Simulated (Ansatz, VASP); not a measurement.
# Cross-check of HC60N3 between VASP and Ansatz

Aim: how closely do two programs agree when they are given the same cell, functional and k mesh? The cell is taken from a series of runs on this material, whose earlier steps may have relaxed, scaled, displaced or heated it; both programs get it as it stands.

Calculated with Ansatz 0.2.0; plane waves, with VASP 6.6.1 beside it; single point at PBE.

### 1. The structure

The cell holds 64 atoms: 60 C, 3 N and 1 H. Cell: a = 7.143 Å, b = 7.143 Å, c = 7.143 Å, α = 90.0°, β = 90.0°, γ = 90.0°. It derives from C (C (Fd-3m)). Nearest the centre at fractional (0.500, 0.500, 0.500): H64 at 0.57 Å, C57 at 1.64 Å, N61 at 1.69 Å, N63 at 1.69 Å, N62 at 1.69 Å, C12 at 2.52 Å, C32 at 2.52 Å, C18 at 2.52 Å.

As a file:

```xyz
64
Lattice="7.1431 0.0000 0.0000 0.0000 7.1431 0.0000 0.0000 0.0000 7.1431" Properties=species:S:1:pos:R:3 pbc="T T T"
C     7.1416    7.1421    7.1391
C     0.0142    1.7890    1.7860
C     1.7885    0.0147    1.7860
C     1.7885    1.7890    0.0117
C     0.8966    0.8971    0.8941
C     0.9143    2.6977    2.6946
C     2.6971    0.9149    2.6946
C     2.6971    2.6977    0.9118
C     7.1426    0.0000    3.5681
C     7.1334    1.7825    5.3502
C     1.7819    7.1339    5.3502
C     1.7927    1.7933    3.6091
C     0.8826    0.8831    4.4597
C     0.8826    2.6790    6.2576
C     2.6785    0.8832    6.2576
C     7.1426    3.5712    7.1401
C     7.1334    5.3533    1.7794
C     1.7927    3.6122    1.7902
C     1.7819    5.3533    7.1308
C     0.8826    4.4628    0.8800
C     0.8826    6.2607    2.6760
C     2.6785    6.2607    0.8801
C     0.0001    3.5719    3.5688
C     0.0088    5.3532    5.3501
C     1.7888    3.5334    5.3518
C     1.7888    5.3549    3.5303
C     0.9106    4.4469    4.4438
C     0.8927    6.2458    6.2428
C     2.6867    4.4538    6.2364
C     2.6867    6.2395    4.4507
C     3.5707    0.0000    7.1401
C     3.6116    1.7933    1.7902
C     5.3528    7.1339    1.7794
C     5.3528    1.7825    7.1308
C     4.4622    0.8831    0.8801
C     6.2601    0.8832    2.6760
C     6.2601    2.6790    0.8801
C     3.5713    0.0006    3.5688
C     3.5328    1.7894    5.3518
C     5.3526    0.0093    5.3501
C     5.3543    1.7894    3.5303
C     4.4464    0.9111    4.4439
C     4.4532    2.6873    6.2364
C     6.2453    0.8932    6.2428
C     6.2389    2.6873    4.4507
C     3.5713    3.5719    7.1407
C     3.5329    5.3549    1.7863
C     5.3543    3.5334    1.7863
C     5.3526    5.3531    0.0063
C     4.4464    4.4469    0.9081
C     4.4532    6.2394    2.6842
C     6.2389    4.4538    2.6842
C     6.2453    6.2458    0.8902
C     3.5824    5.3638    5.3607
C     5.3632    3.5830    5.3607
C     5.3632    5.3637    3.5799
C     4.5188    4.5194    4.5163
C     4.4562    6.2575    6.2545
C     6.2570    4.4568    6.2544
C     6.2570    6.2575    4.4537
N     2.5945    2.5951    4.5475
N     2.5945    4.5506    2.5920
N     4.5500    2.5951    2.5920
H     3.9002    3.9009    3.8978
```

### 2. Ansatz: single point, PBE

Ansatz runs on its default PAW (the set named soft_2) files.

A single point gives forces, pressure and levels at one fixed geometry, so differences don't come from the geometry; what else differs is listed under the comparison.

File input.yaml:

```yaml
crystal:
  lattice:
    - [7.14312472, 0.0, 0.0]
    - [0.0, 7.14312472, 0.0]
    - [0.0, 0.0, 7.14312472]
  atoms:
    - { symbol: C_b, position: [-0.00021613011, -0.00013873291, -0.00056882879] }
    - { symbol: C, position: [0.00198729958, 0.25045663711, 0.2500245478] }
    - { symbol: C, position: [0.25037702581, 0.00206375267, 0.25002427518] }
    - { symbol: C, position: [0.25037750309, 0.25045476271, 0.00163425956] }
    - { symbol: C, position: [0.12551501968, 0.12559348234, 0.12516317295] }
    - { symbol: C, position: [0.12800059546, 0.37766546329, 0.37723422055] }
    - { symbol: C_f, position: [0.37758662939, 0.12807672401, 0.37723218933] }
    - { symbol: C, position: [0.37758640127, 0.3776640918, 0.12764752587] }
    - { symbol: C, position: [-7.464901e-05, 2.4249e-06, 0.49952197284] }
    - { symbol: C, position: [-0.00136621906, 0.24953573205, 0.7490050762] }
    - { symbol: C, position: [0.2494581534, -0.0012875947, 0.74900531526] }
    - { symbol: C_e, position: [0.25097209265, 0.25105015672, 0.50525217706] }
    - { symbol: C, position: [0.12355570421, 0.12363402225, 0.62433064999] }
    - { symbol: C, position: [0.12356433636, 0.37505073355, 0.87603455124] }
    - { symbol: C, position: [0.37497374878, 0.12364208902, 0.87603371743] }
    - { symbol: N_d, position: [0.36321594083, 0.36329898139, 0.63662781345] }
    - { symbol: C, position: [-7.485874e-05, 0.49995281307, -0.00042722444] }
    - { symbol: C, position: [-0.00136587386, 0.74943626577, 0.24910437894] }
    - { symbol: C, position: [0.25097271041, 0.50568555112, 0.25062030352] }
    - { symbol: C, position: [0.24945841602, 0.74943579566, -0.00172040178] }
    - { symbol: C, position: [0.12355512373, 0.624762744, 0.12320197716] }
    - { symbol: C, position: [0.12356501343, 0.87646342164, 0.37462122585] }
    - { symbol: N_a, position: [0.36321969084, 0.63705978826, 0.36286518179] }
    - { symbol: C, position: [0.37497309405, 0.87646464666, 0.12321031294] }
    - { symbol: C, position: [1.054619e-05, 0.50004179067, 0.49961099418] }
    - { symbol: C, position: [0.00123017269, 0.7494132517, 0.74898202486] }
    - { symbol: C, position: [0.25042669108, 0.49465873382, 0.74922826903] }
    - { symbol: C, position: [0.2504286034, 0.74965746691, 0.49422775049] }
    - { symbol: C, position: [0.12747375455, 0.62254570505, 0.62211523487] }
    - { symbol: C, position: [0.12497286947, 0.87438449074, 0.87395360056] }
    - { symbol: C, position: [0.37612528745, 0.62350550253, 0.87305872013] }
    - { symbol: C, position: [0.37612510916, 0.87349075229, 0.62307517299] }
    - { symbol: C, position: [0.49987493358, 3.22117e-06, -0.00042716412] }
    - { symbol: C, position: [0.50560626477, 0.2510494817, 0.25061961391] }
    - { symbol: C, position: [0.74935735991, -0.00128780007, 0.24910577793] }
    - { symbol: C, position: [0.74935834163, 0.24953465114, -0.0017199274] }
    - { symbol: C, position: [0.62468330824, 0.12363271287, 0.12320250349] }
    - { symbol: "N", position: [0.63698147103, 0.36329493257, 0.36286694326] }
    - { symbol: C, position: [0.87638653711, 0.12364293195, 0.37462038468] }
    - { symbol: C, position: [0.87638585423, 0.37505159411, 0.12321124835] }
    - { symbol: C, position: [0.49996364465, 8.888356e-05, 0.49961107639] }
    - { symbol: C, position: [0.4945785747, 0.25050711083, 0.7492273914] }
    - { symbol: C, position: [0.7493340042, 0.00130768525, 0.74898294] }
    - { symbol: C, position: [0.74958038419, 0.25050349259, 0.49422876675] }
    - { symbol: C, position: [0.62246695726, 0.12755268488, 0.62211579577] }
    - { symbol: C, position: [0.62342783736, 0.37620330295, 0.87305944392] }
    - { symbol: C, position: [0.87430709615, 0.12504921208, 0.8739527399] }
    - { symbol: C, position: [0.87341149796, 0.37620340457, 0.62307522814] }
    - { symbol: C_g, position: [0.49996354825, 0.50004090282, -0.0003415904] }
    - { symbol: C, position: [0.494580731, 0.7496581799, 0.2500745588] }
    - { symbol: C, position: [0.74957960504, 0.49465722773, 0.25007441051] }
    - { symbol: C, position: [0.749334678, 0.74941250914, 0.00087905076] }
    - { symbol: C, position: [0.62246772321, 0.62254479713, 0.12712258206] }
    - { symbol: C, position: [0.62342741463, 0.87348954762, 0.37577318164] }
    - { symbol: C, position: [0.87341232822, 0.62350521376, 0.37577136271] }
    - { symbol: C, position: [0.87430605527, 0.87438513823, 0.12461998464] }
    - { symbol: C, position: [0.50152037262, 0.75089777787, 0.75046621097] }
    - { symbol: C, position: [0.75081789363, 0.50159970793, 0.75046639854] }
    - { symbol: C, position: [0.75081812188, 0.7508954808, 0.50116741084] }
    - { symbol: C_c, position: [0.6326095048, 0.63268903925, 0.63225783415] }
    - { symbol: C, position: [0.62384864441, 0.87601974825, 0.87559141944] }
    - { symbol: C, position: [0.8759423088, 0.62392798907, 0.87558899921] }
    - { symbol: C, position: [0.87594098857, 0.87601908102, 0.62349640683] }
    - { symbol: H, position: [0.54601224243, 0.54610215469, 0.54566919984] }
basis:
  ecutwfc: 420
  xc_grid: 2
hamiltonian:
  xc: pbe
kpoints:
  mp_grid: { grid: [1, 1, 1] }
scf:
  occupations: { method: fermi_dirac, width: 0.01 }
  max_iter: 100
output:
  forces: true
  eigenvalues: true
  core_levels:
    shells:
      N_a: "1s"
      C_b: "1s"
      C_c: "1s"
      N_d: "1s"
      C_e: "1s"
      C_f: "1s"
      C_g: "1s"
    eps_inf: 5.85
```

The run is started by

```bash
$ ansatz run input.yaml --threads 4 --pin off --max-ram 8478MiB --backend cpu --events-out ev --progress --plain --runs-dir out
```

Numbers of over 12 decimals in the logs are rounded to 6 here.

What it wrote:

```text
Engine: ansatz 0.2.0, aarch64-unknown-linux-gnu
Pseudopotentials: kind: paw
Pseudopotential: C, paw, valence charge 4, recommended cutoff 420 eV (normal), C.paw.azcp
Pseudopotential: N, paw, valence charge 5, recommended cutoff 420 eV (normal), N.paw.azcp
Pseudopotential: H, paw, valence charge 1, recommended cutoff 420 eV (normal), H.paw.azcp
Functional definition: PBE
  parameter kappa = 0.804
  parameter beta = 0.066725
  exchange = pbe_x(kappa = kappa, mu = beta*pi^2/3)
  correlation = pbe_c(beta = beta)
Crystal: 64 atoms, lattice volume = 364.472 Å³
Basis set: ecut = 420 eV, 7123 PW (Γ), exchange–correlation on 96×96×96 points (8 copies of the dense FFT grid, shifted against one another)
Bands: 192, of which v1, the nominal top of the filled ones, is band 128 counted from 1 (127 counted from 0)
Symmetry: 1 space group operations
Space group: P1 (ITA 1), of the structure as read, at distance tolerance 7.1e-5 Å
k-points: 1
Non-local potential: C, projectors of the file, l = 0: 2, l = 1: 2, l = 2: 1
Non-local potential: N, projectors of the file, l = 0: 2, l = 1: 2, l = 2: 1
Non-local potential: H, projectors of the file, l = 0: 2, l = 1: 1
PAW form: soft (Blöchl's): semilocal exchange-correlation on the pseudo side does not see the compensation charge
PAW one-centre angular grid: C, 110 points (default); XC on 64 Gauss nodes
PAW one-centre angular grid: N, 110 points (default); XC on 64 Gauss nodes
PAW one-centre angular grid: H, 110 points (default); XC on 64 Gauss nodes
Initial density: superposition of atomic densities (neutral atoms: chi_scale 0, normalization atom), corrected by the library's trained network
Initial wavefunctions: pseudopotential atomic-orbital guess
Functional: x = pbe(κ = 0.804, μ = 0.219515), c = pbe(β = 0.066725)
SCF iter   1: F=—  HF=-16207.762657 eV  |F-HF|=—  |Δ(HF+E_count)|=         —  Δρ=1.13e-2  dr2=8.63e-1  ethr=1.77e-3  ⟨swp⟩=6.0  Hψ=757  notcnv=0  defer=46
preconditioner: auto → Resta (q_TF=auto, 2.572 Å⁻¹)  ε∞=4.3  [insulator: Δε(μ)=3.906 eV  Ē_g=17.236 eV  σ=0.010 eV  W_gap=1.00  n_scr=92 (ndim 8)  ℏωp=31.1 eV  f_vac=0.000  D(μ)=0.00/eV (n_scr^D=0)  ε∞_Penn≈4.3]
SCF iter   2: F=—  HF=-16207.548872 eV  |F-HF|=—  |Δ(HF+E_count)|=   2.14e-1  Δρ=4.48e-3  dr2=8.09e-2  ethr=3.37e-4  ⟨swp⟩=2.0  Hψ=273  notcnv=0  defer=56
SCF iter   3: F=—  HF=-16207.527224 eV  |F-HF|=—  |Δ(HF+E_count)|=   2.16e-2  Δρ=2.00e-3  dr2=1.07e-2  ethr=3.16e-5  ⟨swp⟩=2.0  Hψ=228  notcnv=0  defer=56
SCF iter   4: F=—  HF=-16207.524337 eV  |F-HF|=—  |Δ(HF+E_count)|=   2.89e-3  Δρ=4.11e-4  dr2=3.94e-4  ethr=4.18e-6  ⟨swp⟩=2.0  Hψ=248  notcnv=0  defer=56
SCF iter   5: F=—  HF=-16207.524319 eV  |F-HF|=—  |Δ(HF+E_count)|=   1.79e-5  Δρ=1.06e-4  dr2=2.46e-5  ethr=1.54e-7  ⟨swp⟩=2.0  Hψ=264  notcnv=0  defer=56
SCF iter   6: F=—  HF=-16207.526191 eV  |F-HF|=—  |Δ(HF+E_count)|=   1.87e-3  Δρ=3.28e-5  dr2=2.99e-6  ethr=9.61e-9  ⟨swp⟩=2.0  Hψ=320  notcnv=0  defer=56
SCF iter   7: F=—  HF=-16207.526192 eV  |F-HF|=—  |Δ(HF+E_count)|=   4.01e-7  Δρ=6.76e-6  dr2=1.05e-7  ethr=1.17e-9  ⟨swp⟩=2.0  Hψ=264  notcnv=0  defer=56
SCF iter   8: F=-16207.526192 eV  HF=-16207.526192 eV  |F-HF|=2.92e-9  |Δ(HF+E_count)|=   7.62e-8  Δρ=1.97e-6  dr2=1.16e-8  ethr=3.91e-11  ⟨swp⟩=22.0  Hψ=1257  notcnv=0
SCF 1 converged in 8 iterations: F = -16207.526192 eV  dr2 = 1.16e-8
  greatest PAW one-centre occupation: 0.777 electrons in one spin orbital (limit 2), on the N atom at site 22 (counted from 0), in its partial waves of l = 0
── core hole 1/7: 1s of C_b 0 ──
── 1s of C_b 0: 270.481 eV over the cell without the hole, in 11 iterations ──
── core hole 2/7: 1s of C_f 6 ──
── 1s of C_f 6: 270.545 eV over the cell without the hole, in 11 iterations ──
── core hole 3/7: 1s of C_e 11 ──
── 1s of C_e 11: 271.219 eV over the cell without the hole, in 11 iterations ──
── core hole 4/7: 1s of N_d 15 ──
── 1s of N_d 15: 384.129 eV over the cell without the hole, in 11 iterations ──
── core hole 5/7: 1s of N_a 22 ──
── 1s of N_a 22: 384.129 eV over the cell without the hole, in 11 iterations ──
── core hole 6/7: 1s of C_g 48 ──
── 1s of C_g 48: 270.463 eV over the cell without the hole, in 11 iterations ──
── core hole 7/7: 1s of C_c 59 ──
── 1s of C_c 59: 269.089 eV over the cell without the hole, in 11 iterations ──
SCF converged after 8 iterations
Free energy (F): -16207.526192 eV
Harris-Foulkes:  -16207.526192 eV  (|F-HF|=2.92e-9)
Internal energy: -16207.526192 eV  (E = F + TS)
E sigma→0 (E₀):  -16207.526192 eV
Fermi energy:    15.274310 eV
--- Per-component energies (eV) ---
  E_band       = 1032.390371
  E_kinetic    = 5960.964664
  E_local      = -4317.304256  (includes V_loc(G=0)·N_el)
  E_nonlocal   = 1733.566655
  E_hartree    = 990.036934
  E_xc         = -3107.689779
  E_vxc        = -3863.700479  (∫ρ·V_xc dr)
  E_paw        = -6338.553164  (= ΣΔE_a)
  E_vpaw       = -461.209523  (= ΣTr[D̂ρ^β])
  E_aug_tail   = -0.000519  (compensation charges beyond the density's cutoff)
  E_ewald      = -11128.546726
  E_smearing   = -0.000000  (= −TS)
  E_closure    = -0.000000  (closes the sum)
  Σ components = -16207.526192   (vs F -16207.526192, Δ=0.00e0)
--- Forces (eV/Å), atoms counted from 1 ---
  atom   1  C_b    -0.00016746    -0.00001715    -0.00017829
  atom   2  C      -0.00029731     0.00011320     0.00030051
  atom   3  C       0.00029496    -0.00000251     0.00027923
  atom   4  C       0.00021146     0.00029328    -0.00002604
  atom   5  C      -0.00003706    -0.00017676    -0.00020254
  atom   6  C       0.00031523    -0.00042852    -0.00049789
  atom   7  C_f    -0.00034224     0.00069028     0.00003111
  atom   8  C      -0.00032443    -0.00023428     0.00050434
  atom   9  C      -0.00028322    -0.00010053    -0.00090569
  atom  10  C       0.00059746    -0.00019307    -0.00045460
  atom  11  C      -0.00033893     0.00051033    -0.00052568
  atom  12  C_e    -0.00041759    -0.00020194    -0.00053345
  atom  13  C      -0.00021951    -0.00032411     0.00031365
  atom  14  C       0.00030619    -0.00018767    -0.00036490
  atom  15  C      -0.00045099     0.00060054    -0.00032077
  atom  16  N_d     0.00127005     0.00012969     0.00098034
  atom  17  C      -0.00028024    -0.00089026    -0.00034853
  atom  18  C       0.00046681    -0.00047207    -0.00007496
  atom  19  C      -0.00039303    -0.00091912    -0.00063607
  atom  20  C      -0.00036333    -0.00042918     0.00078302
  atom  21  C       0.00005338     0.00014439    -0.00002457
  atom  22  C       0.00025879    -0.00019853    -0.00047118
  atom  23  N_a     0.00055381     0.00080095     0.00084775
  atom  24  C      -0.00024126    -0.00045702     0.00061788
  atom  25  C      -0.00067194    -0.00034509    -0.00030368
  atom  26  C       0.00124636     0.00038916     0.00036582
  atom  27  C       0.00045263     0.00014208    -0.00051895
  atom  28  C       0.00044523    -0.00019800     0.00022666
  atom  29  C       0.00110472     0.00025682     0.00024850
[...]
atom  49  C_g    -0.00025805    -0.00014155    -0.00070176
[...]
atom  56  C       0.00011653    -0.00009122     0.00015133
  atom  57  C      -0.00007542     0.00050813     0.00075421
  atom  58  C       0.00064715    -0.00043588     0.00041232
  atom  59  C       0.00066263     0.00073983    -0.00017974
  atom  60  C_c    -0.00223292    -0.00212737    -0.00208229
  atom  61  C       0.00069538    -0.00058550    -0.00095335
  atom  62  C      -0.00071384     0.00046185    -0.00041234
  atom  63  C      -0.00046736    -0.00042278     0.00055944
  atom  64  H      -0.00036573    -0.00083397    -0.00069133
  max |Σ_I F_I| component: 1.60e-5 eV/Å
--- Band table (eV) ---
  k-point 0: bands = [... 124 lower, 11.9044, 13.0617, 13.3975, 13.3975, 17.1442, 17.2831, 17.2831, 17.5042, ... 60 higher]
--- Core levels from the valence top (the input states a gap; a hole's nearest image at 7.1 Å) ---
  the holes have spin, beside a run without
  atom         alike  shell      binding/eV   shift/eV difference/eV images/eV   SCF
  C_b 0            1     1s         284.322     +0.000       270.481    +0.489    11
  C_f 6            1     1s         284.385     +0.063       270.545    +0.489    11
  C_e 11           1     1s         285.062     +0.740       271.219    +0.489    11
  N_d 15           1     1s         397.968     +0.000       384.129    +0.489    11
  N_a 22           1     1s         397.968     +0.000       384.129    +0.489    11
  C_g 48           1     1s         284.307     -0.015       270.463    +0.489    11
  C_c 59           1     1s         282.947     -1.376       269.089    +0.489    11
  the dataset of C_b with a 1s hole: scattering error 0.003 eV (0.001 eV in the local channel); free atom: scalar-relativistic, large and small components
  the dataset of C_f with a 1s hole: scattering error 0.003 eV (0.001 eV in the local channel); free atom: scalar-relativistic, large and small components
  the dataset of C_e with a 1s hole: scattering error 0.003 eV (0.001 eV in the local channel); free atom: scalar-relativistic, large and small components
  the dataset of N_d with a 1s hole: scattering error 0.002 eV (0.002 eV in the local channel); free atom: scalar-relativistic, large and small components
  the dataset of N_a with a 1s hole: scattering error 0.002 eV (0.002 eV in the local channel); free atom: scalar-relativistic, large and small components
  the dataset of C_g with a 1s hole: scattering error 0.003 eV (0.001 eV in the local channel); free atom: scalar-relativistic, large and small components
  the dataset of C_c with a 1s hole: scattering error 0.003 eV (0.001 eV in the local channel); free atom: scalar-relativistic, large and small components
  the highest filled level without a hole stands at 13.3975 eV, at the point (0.0000, 0.0000, 0.0000)
  C_b 0 1s: the alignment adds -0.0446 eV (standard deviation 0.0564 over 34 far atoms)
  C_f 6 1s: the alignment adds -0.0463 eV (standard deviation 0.0500 over 34 far atoms)
  C_e 11 1s: the alignment adds -0.0429 eV (standard deviation 0.0550 over 34 far atoms)
  N_d 15 1s: the alignment adds -0.0474 eV (standard deviation 0.0476 over 32 far atoms)
  N_a 22 1s: the alignment adds -0.0474 eV (standard deviation 0.0476 over 32 far atoms)
  C_g 48 1s: the alignment adds -0.0417 eV (standard deviation 0.0499 over 34 far atoms)
  C_c 59 1s: the alignment adds -0.0285 eV (standard deviation 0.0392 over 32 far atoms)
  a level is its difference with the images' term at an eps_inf of 5.85, the alignment and the highest filled level
```

[end of part 1 of 2]

[Lines on the potential files, build, host, timing and source positions are cut from VASP's logs without a mark.]

[Logs are printed without paths, hosts, clocks, repeated set-up lines and the standing remarks that a program may print on its own settings, such as how far it seeks lower states.]

[Hosts, paths, dates, database ids (printed as entryN), source tags and the programs' standing remarks are cut or masked in the printed files.]
